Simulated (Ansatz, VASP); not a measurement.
## Two plane-wave programs on KF

File INCAR:

```
SYSTEM = KF
ALGO = Normal
EDIFF = 1E-6
ENCUT = 520
GGA = CA
ISIF = 2
ISMEAR = 0
LASPH = .True.
LCHARG = .False.
LREAL = .False.
LWAVE = .False.
NBANDS = 15
NELM = 100
PREC = Accurate
SIGMA = 0.05
```

The input KPOINTS:

```
k-points
0
Gamma
  8 8 8
  0 0 0
```

Contents of POSCAR:

```
KF
1.0
    0.0000000000      2.5817196783      2.2912762145
    2.7172599614      0.0000000000      2.2912762145
    2.7172599614      2.5817196783      0.0000000000
K F
1 1
Direct
    0.0000000000      0.0000000000      0.0000000000
    0.5000000000      0.5000000000      0.5000000000
```

Input for Ansatz:

```yaml
crystal:
  lattice:
    - [0.0, 2.5817196783, 2.2912762145]
    - [2.7172599614, 0.0, 2.2912762145]
    - [2.7172599614, 2.5817196783, 0.0]
  atoms:
    - { symbol: K, position: [0.0, 0.0, 0.0] }
    - { symbol: F, position: [0.5, 0.5, 0.5] }
basis:
  ecutwfc: 520.0
kpoints:
  mp_grid: { grid: [8, 8, 8] }
hamiltonian:
  xc: lda
scf:
  occupations: { method: gaussian, width: 0.05 }
output:
  forces: true
  stress: true
  eigenvalues: true
```

Change from the starting cell: normal strain along x +0.0525, normal strain along z -0.1125.

Alike in both runs: task single point; functional LDA; k mesh 8 × 8 × 8; occupations gaussian, width 0.05 eV; no spin polarisation.

|  | VASP | Ansatz |
| --- | --- | --- |
| version | VASP 6.6.1 | Ansatz 0.2.0 |
| potentials or method | VASP PAW LDA potentials, release 64 (K_sv, F) | scalar-relativistic, plane waves, PAW |
| plane-wave cutoff (eV) | 520 | 520 |
| valence electrons in the cell | 16 | 16 |

```tsv
	VASP	Ansatz	Ansatz less VASP
gap on the k mesh at the Fermi level (eV)	5.99	6.02	+0.026
least direct gap on the mesh (eV)	6.06	6.09	+0.028
pressure (GPa)	7.8	7.3	-0.54
largest component of the traceless stress (GPa)	15.36	14.63	-0.730
```

A k mesh can miss the band edges.
